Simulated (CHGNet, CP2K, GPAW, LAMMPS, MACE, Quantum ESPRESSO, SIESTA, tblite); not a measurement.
**Glassy 68SiO2-14MgO-11ZnO-7BaO (mol %) (75 atoms) in CP2K**

Aim: run glassy 68SiO2-14MgO-11ZnO-7BaO (mol %) (75 atoms) in CP2K and see how near its forces come to a plane-wave reference, and at what cost.

Calculated with CP2K 2026.2; the method is named at each step.

### 1. Set-up

The cell holds 75 atoms: 19 Si, 4 Mg, 3 Zn, 2 Ba and 47 O. Cell: a = 9.925 Å, b = 9.925 Å, c = 9.925 Å, α = 90.0°, β = 90.0°, γ = 90.0°. 75 atoms (19 Si, 4 Mg, 3 Zn, 2 Ba, 47 O) placed at random at 3.15 g/cm³, melted at 4000 K for 10 ps at fixed volume with the Morse and Coulomb pair potential with partial charges (Pedone, Malavasi, Menziani, Cormack and Segre, J. Phys. Chem. B 110, 11780 (2006)). Quenched from 4000 K to 300 K at 25 K/ps and fixed volume, held 5 ps, then minimised at fixed cell.

The yardstick, on the same geometry:

* method: Kohn-Sham DFT, PBE, SSSP efficiency 1.3.0 pseudopotentials, plane waves (Quantum ESPRESSO 7.5); sssp-pbe-1.3.0-efficiency, cutoffs 60/480 Ry, Γ point
* r.m.s. force component: 0.9872 eV/Å
* longest force: 3.172 eV/Å
* pressure: 6.011 GPa
* gap (highest filled to lowest empty level): 3.666 eV
* time: 4.2 min on 4 MPI ranks of Intel Xeon Platinum 8259CL at 2.50GHz (Skylake/Cascade Lake), shared host
* CPU time: 17 min

### 2. PBE, DZVP-MOLOPT-SR, 1200/50 Ry, diagonalisation

Method: Kohn-Sham DFT, PBE, GTH-PBE pseudopotentials, Gaussian and plane waves, DZVP-MOLOPT-SR-GTH, diagonalisation.

input.inp

```
&GLOBAL
  PROJECT cell
  RUN_TYPE ENERGY_FORCE
  PRINT_LEVEL LOW
&END GLOBAL
&FORCE_EVAL
  METHOD QS
  STRESS_TENSOR ANALYTICAL
  &DFT
    BASIS_SET_FILE_NAME BASIS_MOLOPT
    POTENTIAL_FILE_NAME GTH_POTENTIALS
    &MGRID
      CUTOFF 1200
      REL_CUTOFF 50
      NGRIDS 5
    &END MGRID
    &QS
      EPS_DEFAULT 1.0E-12
    &END QS
    &SCF
      SCF_GUESS ATOMIC
      EPS_SCF 5.0E-06
      MAX_SCF 200
      ADDED_MOS 14
      &DIAGONALIZATION
        ALGORITHM STANDARD
      &END DIAGONALIZATION
      &SMEAR ON
        METHOD FERMI_DIRAC
        ELECTRONIC_TEMPERATURE [K] 580
      &END SMEAR
      &MIXING
        METHOD BROYDEN_MIXING
        ALPHA 0.3
        NBROYDEN 12
      &END MIXING
      &PRINT
        &RESTART OFF
        &END RESTART
      &END PRINT
    &END SCF
    &XC
      &XC_FUNCTIONAL PBE
      &END XC_FUNCTIONAL
    &END XC
    &PRINT
      &MULLIKEN ON
      &END MULLIKEN
      &HIRSHFELD ON
        SHAPE_FUNCTION DENSITY
      &END HIRSHFELD
      &MO ON
        EIGENVALUES T
        OCCUPATION_NUMBERS T
        MO_INDEX_RANGE 216 239
        &EACH
          QS_SCF 0
        &END EACH
        ADD_LAST NUMERIC
      &END MO
    &END PRINT
  &END DFT
  &SUBSYS
    &CELL
      A 9.92530 0.00000 0.00000
      B 0.00000 9.92530 0.00000
      C 0.00000 0.00000 9.92530
    &END CELL
    &TOPOLOGY
      COORD_FILE_NAME structure.xyz
      COORD_FILE_FORMAT XYZ
    &END TOPOLOGY
    &KIND Si
      BASIS_SET DZVP-MOLOPT-SR-GTH-q4
      POTENTIAL GTH-PBE-q4
    &END KIND
    &KIND Mg
      BASIS_SET DZVP-MOLOPT-SR-GTH-q10
      POTENTIAL GTH-PBE-q10
    &END KIND
    &KIND Zn
      BASIS_SET DZVP-MOLOPT-SR-GTH-q12
      POTENTIAL GTH-PBE-q12
    &END KIND
    &KIND Ba
      BASIS_SET DZVP-MOLOPT-SR-GTH-q10
      POTENTIAL GTH-PBE-q10
    &END KIND
    &KIND O
      BASIS_SET DZVP-MOLOPT-SR-GTH-q6
      POTENTIAL GTH-PBE-q6
    &END KIND
  &END SUBSYS
  &PRINT
    &FORCES ON
    &END FORCES
    &STRESS_TENSOR ON
    &END STRESS_TENSOR
  &END PRINT
&END FORCE_EVAL
```

structure.xyz

```xyz
75

Si 3.98402 4.32495 7.05609
Si 8.09190 8.09974 5.41058
Si 3.62144 3.34502 0.03246
Si 5.81543 0.17081 4.40922
Si 5.78595 8.82349 8.87183
Si 7.11227 6.00620 9.26725
Si 9.79061 3.00429 5.49266
Si 2.08451 6.53085 8.29844
Si 4.61834 7.21440 3.47088
Si 3.74879 3.01173 4.12773
Si 8.73972 9.60809 7.95394
Si 6.14436 5.80322 5.69405
Si 2.06982 0.71403 4.88424
Si 8.65645 3.20329 1.06538
Si 9.26616 7.96853 0.63969
Si 2.87228 9.41395 7.66144
Si 9.47638 4.72434 8.21378
Si 2.62653 5.98764 1.35798
Si 1.02906 3.88754 2.78474
Mg 0.91839 1.92819 8.82468
Mg 6.95108 2.94513 3.94699
Mg 5.82595 4.77010 1.92700
Mg 6.62732 8.77655 2.18257
Zn 6.01632 1.27292 1.14796
Zn 8.57596 5.42835 3.67097
Zn 0.06958 8.47442 3.13242
Ba 6.76717 2.47626 7.69975
Ba 2.84132 9.84620 1.45733
O 2.64718 0.06243 6.19914
O 2.46803 3.53817 3.29341
O 5.60551 1.13228 5.57147
O 9.28631 1.13079 7.94977
O 6.37641 4.82509 0.00883
O 7.08448 9.57911 8.23413
O 4.43443 9.12334 8.08396
O 0.73616 7.83811 1.35838
O 0.15702 4.13160 4.19701
O 2.22823 0.43890 8.73962
O 9.32343 8.77416 9.18924
O 9.21177 3.84268 9.56779
O 6.18416 0.89784 3.03913
O 3.64040 3.55961 5.68372
O 4.79253 8.80394 3.82531
O 2.15657 7.96545 7.69439
O 5.45336 4.95114 6.82136
O 3.71832 4.71571 0.99888
O 2.64628 6.62395 9.81711
O 2.07072 3.18533 9.75191
O 2.97322 5.48859 7.44417
O 3.32825 1.43282 4.09319
O 8.02540 5.40522 8.03939
O 4.37845 2.17523 0.72216
O 3.35247 6.85302 2.54187
O 8.39730 2.40788 5.17922
O 4.85377 6.36291 4.78687
O 1.05337 1.93692 5.32125
[... 15 atom lines left out ...]
O 5.64690 9.32750 0.48247
O 6.97302 7.11376 6.03419
O 8.31313 6.68439 0.30471
O 8.90984 8.81248 6.56628
```

Run with:

```sh
$ OMP_NUM_THREADS=2 cp2k.psmp -i input.inp > output.txt
```

Numbers of over 12 decimals in the logs are rounded to 6 here.

Log:

```text
CP2K| version string:                                       CP2K version 2026.2
 CP2K| Input file name                                                 input.inp
 GLOBAL| Basis set file name                                        BASIS_MOLOPT
 GLOBAL| Potential file name                                      GTH_POTENTIALS
 GLOBAL| Run type                                                   ENERGY_FORCE
 GLOBAL| Total number of message passing processes                             1
 GLOBAL| Number of threads for this process                                    2
 TOTAL NUMBERS AND MAXIMUM NUMBERS
  Total number of            - Atomic kinds:                                   5
                             - Atoms:                                         75
                             - Shell sets:                                    75
                             - Shells:                                       383
                             - Primitive Cartesian functions:                369
                             - Cartesian basis functions:                   1080
                             - Spherical basis functions:                    997
  Maximum angular momentum of- Orbital basis functions:                        3
                             - Local part of the GTH pseudopotential:          2
                             - Non-local part of the GTH pseudopotential:      4
 SCF PARAMETERS         Density guess:                                    ATOMIC
                        max_scf:                                             200
                        eps_scf:                                        5.00E-06
                        added MOs                                        14    0
                        Mixing method:                            BROYDEN_MIXING
                                                charge density mixing in g-space
                        Smear method:                                FERMI_DIRAC
                        Electronic temperature [K]:                        580.0
                        Electronic temperature [a.u.]:                  1.84E-03
                        Accuracy threshold:                             1.00E-10
 Extrapolation method: initial_guess
 Number of electrons:                                                        454
 Number of occupied orbitals:                                                227
 Number of molecular orbitals:                                               241
 Number of orbital functions:                                                997
 Number of independent orbital functions:                                    997
 SCF WAVEFUNCTION OPTIMIZATION
  Step     Update method      Time    Convergence         Total energy    Change
     1 NoMix/Diag. 0.30E+00   11.6     1.97359940     -1319.7154390195 -1.32E+03
     2 Broy./Diag. 0.30E+00   16.6     0.28620936     -1242.4877770800  7.72E+01
     3 Broy./Diag. 0.30E+00   17.0     0.10631976     -1304.4084817356 -6.19E+01
     4 Broy./Diag. 0.30E+00   17.0     0.02187995     -1318.7282070447 -1.43E+01
[...]
13 Broy./Diag. 0.30E+00   20.3     0.00000706     -1317.5243238535  1.96E-05
    14 Broy./Diag. 0.30E+00   23.0     0.00000284     -1317.5243234163  4.37E-07
  *** SCF run converged in    14 steps ***
  Electronic density on regular grids:       -453.9999999991        0.0000000009
  Core density on regular grids:              453.9999999997       -0.0000000003
  Total charge density on r-space grids:        0.0000000006
  Total charge density g-space grids:           0.0000000006
  Overlap energy of the core charge distribution:               1.25081e-06
  Self energy of the core charge distribution:              -3075.450845
  Core Hamiltonian energy:                                    882.145211
  Hartree energy:                                            1138.044709
  Exchange-correlation energy:                               -262.263400
  Electronic entropic energy:                                  -0.000000
  Fermi energy:                                                 0.192527
  Total energy:                                             -1317.524323
  Total energy (extrapolated to T->0):                      -1317.524323
 MO| EIGENVALUES AND OCCUPATION NUMBERS
 MO|
 MO|  Index      Eigenvalue [a.u.]        Eigenvalue [eV]             Occupation
 MO|    216               0.093348               2.540127               2.000000
 MO|    217               0.093833               2.553334               2.000000
 MO|    218               0.095886               2.609199               2.000000
[...]
MO|    238               0.351243               9.557799               0.000000
 MO|    239               0.353276               9.613139               0.000000
 MO| Sum:                                                             454.000000
 MO| E(Fermi):            0.192527 a.u.          5.238914 eV
 MO| Band gap:            0.132953 a.u.          3.617848 eV
 !-----------------------------------------------------------------------------!
                     Mulliken Population Analysis
 #  Atom  Element  Kind  Atomic population                           Net charge
       1     Si       1          3.171727                              0.828273
       2     Si       1          3.183947                              0.816053
       3     Si       1          3.241999                              0.758001
[...]
74     O        5          6.505120                             -0.505120
      75     O        5          6.461252                             -0.461252
 # Total charge                            454.000000                  0.000000
 !-----------------------------------------------------------------------------!
 !-----------------------------------------------------------------------------!
                           Hirshfeld Charges
  #Atom  Element  Kind  Ref Charge     Population                    Net charge
      1       Si     1       4.000          3.464                         0.536
      2       Si     1       4.000          3.503                         0.497
      3       Si     1       4.000          3.549                         0.451
[...]
74       O      5       6.000          6.302                        -0.302
     75       O      5       6.000          6.268                        -0.268
  Total Charge                                                           -0.000
 !-----------------------------------------------------------------------------!
 ENERGY| Total FORCE_EVAL ( QS ) energy [hartree]          -1317.524305
 FORCES| Atomic forces [hartree/bohr]
 FORCES|   Atom     x               y               z               |f|
 FORCES|      1 -1.89642098E-02  9.79215406E-03 -2.03971314E-03   2.14403350E-02
 FORCES|      2 -3.16081893E-02 -9.50121196E-03  9.75049725E-04   3.30197120E-02
 FORCES|      3 -3.84790898E-02  3.09961244E-02 -7.83010908E-03   5.00270996E-02
[...]
FORCES|     74 -1.48960561E-04 -1.72718774E-02  6.32504065E-03   1.83941859E-02
 FORCES|     75  2.58800782E-02 -2.29110556E-03 -4.47065262E-03   2.63631248E-02
 FORCES| Sum    -8.92829609E-03  8.50583209E-03  5.93486531E-03
 FORCES| Total atomic force                                       1.36852576E-02
 STRESS| Analytical stress tensor [bar]
 STRESS|                        x                   y                   z
 STRESS|      x        6.98372871703E+04  -1.50493072730E+04  -4.01186612753E+03
 STRESS|      y       -1.50493072730E+04   6.90112630726E+04  -2.76147037843E+04
 STRESS|      z       -4.01186612753E+03  -2.76147037843E+04   4.85551731283E+04
 STRESS| 1/3 Trace                                             6.24679077904E+04
```

Run time: 5.3 min. Hardware: 2 threads of Intel Xeon Platinum 8259CL at 2.50GHz (Skylake/Cascade Lake), shared host; peak memory 8.1 GiB; 9 min of CPU time.

Banners, paths, timers and routine set-up lines are dropped from the logs unmarked, and long logs keep their key lines alone; longer cuts are marked.

Against the reference:

| Quantity | Value |
| --- | --- |
| r.m.s. force component | 0.9502 eV/Å |
| r.m.s. difference of force components | 151.9 meV/Å |
| longest difference of force vectors | 859.2 meV/Å |
| force difference over r.m.s. force | 15.38 % |
| slope of forces against the reference's | 0.9514 |
| correlation of force components | 0.9884 |
| gap (highest filled to lowest empty level) | 3.618 eV |
| gap difference | -0.0481 eV |
| pressure | 6.247 GPa |
| pressure difference | 0.2361 GPa |

Length of the force difference by element (eV/Å):

```
element  atoms   mean   most
     Ba      2  0.022  0.031
     Mg      4   0.62   0.86
      O     47   0.17   0.44
     Si     19   0.24   0.68
     Zn      3  0.098   0.14
```

Levels nearest the highest filled one (eV from it): -0.67, -0.66, -0.61, -0.59, -0.45, -0.41, -0.29, -0.25, -0.21, -0.14, -0.03, 0.00, 3.62, 4.81, 5.29, 5.47, 5.58, 5.68, 5.72, 6.01, 6.10, 6.20, 6.34, 6.40.

A closer look about Zn25, picked at random: 9 atoms, nearest first, numbered in the order of the input, with positions taken from that point.

```
atom      x      y      z  distance (Å)  bonds  Hirshfeld charge (e)     Fx     Fy  Fz (eV/Å)
Zn25   0.00   0.00   0.00          0.00      4                  0.56  -0.24   0.59       0.18
 O62  -1.47  -0.52   1.17          1.94      3                 -0.33   0.85  -1.92      -1.09
 O63   0.38   1.85   0.66          2.00      3                 -0.30   1.11  -0.58      -0.63
 O59  -0.64  -1.28  -1.47          2.06      4                 -0.32  -1.44   0.71       1.28
 O37   1.51  -1.30   0.53          2.06      3                 -0.25   0.10   0.81       0.45
Si19   2.38  -1.54  -0.89          2.97      4                  0.52  -0.03   0.09       0.42
Mg21  -1.62  -2.48   0.28          2.98      5                  0.53  -0.54  -0.88       0.87
 O70   2.65  -0.20  -1.73          3.18      2                 -0.28  -0.91   1.29      -0.33
Si12  -2.43   0.37   2.02          3.19      4                  0.50  -0.57   1.90      -2.53
```

Forces lie 15 % from the reference's, at 0.53 times its CPU time (on 2 against 4 cores).

The difference per atom is largest on Mg (0.62 eV/Å on average, against 0.24 on Si). The forces add up to 0.70 eV/Å instead of zero, usually a sign of too coarse a grid.

### 3. PBE, DZVP-MOLOPT-SR, 1200/50 Ry, SIGN filter 1e-03, SCF 1e-04

Method: Kohn-Sham DFT, PBE, GTH-PBE pseudopotentials, Gaussian and plane waves, DZVP-MOLOPT-SR-GTH, linear-scaling purification of the density matrix.

Changes to input.inp since step 2:

```diff
@@ -17,26 +17,14 @@
     &QS
-      EPS_DEFAULT 1.0E-12
+      EPS_DEFAULT 1.0E-10
+      LS_SCF T
     &END QS
-    &SCF
-      SCF_GUESS ATOMIC
-      EPS_SCF 5.0E-06
-      MAX_SCF 200
-      ADDED_MOS 14
-      &DIAGONALIZATION
-        ALGORITHM STANDARD
-      &END DIAGONALIZATION
-      &SMEAR ON
-        METHOD FERMI_DIRAC
-        ELECTRONIC_TEMPERATURE [K] 580
-      &END SMEAR
-      &MIXING
-        METHOD BROYDEN_MIXING
-        ALPHA 0.3
-        NBROYDEN 12
-      &END MIXING
-      &PRINT
-        &RESTART OFF
-        &END RESTART
-      &END PRINT
-    &END SCF
+    &LS_SCF
+      PURIFICATION_METHOD SIGN
+      EPS_FILTER 1.0E-03
+      EPS_SCF 1.0E-04
+      MAX_SCF 60
+      S_PRECONDITIONER ATOMIC
+      MIXING_FRACTION 0.45
+      REPORT_ALL_SPARSITIES F
+    &END LS_SCF
     &XC
@@ -48,14 +36,2 @@
       &END MULLIKEN
-      &HIRSHFELD ON
-        SHAPE_FUNCTION DENSITY
-      &END HIRSHFELD
-      &MO ON
-        EIGENVALUES T
-        OCCUPATION_NUMBERS T
-        MO_INDEX_RANGE 216 239
-        &EACH
-          QS_SCF 0
-        &END EACH
-        ADD_LAST NUMERIC
-      &END MO
     &END PRINT
```

structure.xyz is that of step 2.

Log:

```text
CP2K| version string:                                       CP2K version 2026.2
 CP2K| Input file name                                                 input.inp
 GLOBAL| Basis set file name                                        BASIS_MOLOPT
 GLOBAL| Potential file name                                      GTH_POTENTIALS
[... lines left out ...]
 Re-scaling the density matrix to get the right number of electrons
[... lines left out ...]
 Density matrix:  iter, mu, trace error:  1  -0.100000000   -82.877284379
[... lines left out ...]
 Density matrix:  iter, mu, trace error:  2  -0.090000000   -74.106233523
[... lines left out ...]
 Density matrix:  iter, mu, trace error:  3  -0.070000000   -53.158882563
[... lines left out ...]
 Density matrix:  iter, mu, trace error:  1   0.210000000     0.025869164
[... lines left out ...]
 Density matrix:  iter, mu, trace error:  1   0.210000000     0.017687392
[... lines left out ...]
 SCF run converged in     4 steps.
[... lines left out ...]
 ENERGY| Total FORCE_EVAL ( QS ) energy [hartree]          -1318.332024
[... lines left out ...]
 FORCES|      1 -2.69646610E-02 -4.10631640E-03  3.35512613E-02   4.32393560E-02
 FORCES|      2 -2.13783704E-02 -2.76138744E-03 -4.16652403E-02   4.69111099E-02
 FORCES|      3 -2.05632413E-02  6.42861082E-02  5.40839345E-02   8.64905924E-02
[...]
FORCES|     74  3.54301696E-03 -1.87779374E-02 -3.57208900E-03   1.94402603E-02
 FORCES|     75  3.35363135E-02  1.51933192E-04 -1.99979466E-03   3.35962287E-02
 FORCES| Sum    -8.99301956E-03  8.71238163E-03  5.85403089E-03
 FORCES| Total atomic force                                       1.38220719E-02
 STRESS| Analytical stress tensor [bar]
 STRESS|                        x                   y                   z
 STRESS|      x        1.12957273494E+05  -1.81420012139E+04  -6.64648576105E+03
 STRESS|      y       -1.81420012139E+04   6.15418942745E+04  -1.87370236985E+04
 STRESS|      z       -6.64648576105E+03  -1.87370236985E+04   4.66928626997E+04
 STRESS| 1/3 Trace                                             7.37306768226E+04
```

Run time: 3.1 min. Hardware: 2 threads; peak memory 3.8 GiB; 5.7 min of CPU time.

Numbers from this run, and their distance from the reference:

```yaml
r_m_s_force_component: 1.369 eV/Å
r_m_s_difference_of_force_components: 1098 meV/Å
longest_difference_of_force_vectors: 5816 meV/Å
force_difference_over_r_m_s_force: 111.2 %
slope_of_forces_against_the_reference_s: 0.8427
correlation_of_force_components: 0.6079
pressure: 7.373 GPa
pressure_difference: 1.362 GPa
energy_less_the_same_level_run_s: -293.1 meV/atom
r_m_s_force_difference_from_the_same_level_run: 1066 meV/Å
```

This is a coarse setting, run to see what it loses.

Against the first run (15 %), the force difference from the reference is 111 %, at 0.63 times the CPU time (4 SCF steps against 14).

The forces add up to 0.71 eV/Å instead of zero, usually a sign of too coarse a grid.

[end of part 1 of 2]

[Also dropped from logs without a mark: logging warnings of Python, and SIESTA's first energy breakdown and zero terms.]

[Logs are printed without paths, hosts, clocks, repeated set-up lines and the standing remarks that a program may print on its own settings, such as how far it seeks lower states.]

[Hosts, paths, dates, database ids (printed as entryN), source tags and the programs' standing remarks are cut or masked in the printed files.]
